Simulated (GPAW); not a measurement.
HfB2:

```
Hf B
1.0
     3.14000    0.00000    0.00000
    -1.57000    2.71932    0.00000
     0.00000    0.00000    3.48000
Hf B
1 2
Direct
  0.00000 0.00000 0.00000
  0.66667 0.33333 0.50000
  0.33333 0.66667 0.50000
```

Base run:

```yaml
Program: GPAW 26.7.0
Functional: LDA
Potentials_or_basis: the program's PAW data sets (release 1.2.1) made for this functional
Cutoff: 800 eV
Basis: pw
k_mesh: 10 × 10 × 8
Occupations: fermi-dirac, width 0.05 eV
Spin: no spin polarisation
Hubbard_terms: Hf d U = 4 eV
```

Its results: band gap on the k mesh none (metal or under the smearing width); pressure 1.8 GPa.

Question: The run is repeated on the same cell with these changes: hubbard terms from Hf d U = 4 eV to Hf d U = 5 eV. What comes out?

Answer: Band gap on the k mesh none (metal or under the smearing width); pressure 5.1 GPa.

Caveats: U without spin polarisation on a metal has little footing; the U is typed as a test and isn't derived for this compound.
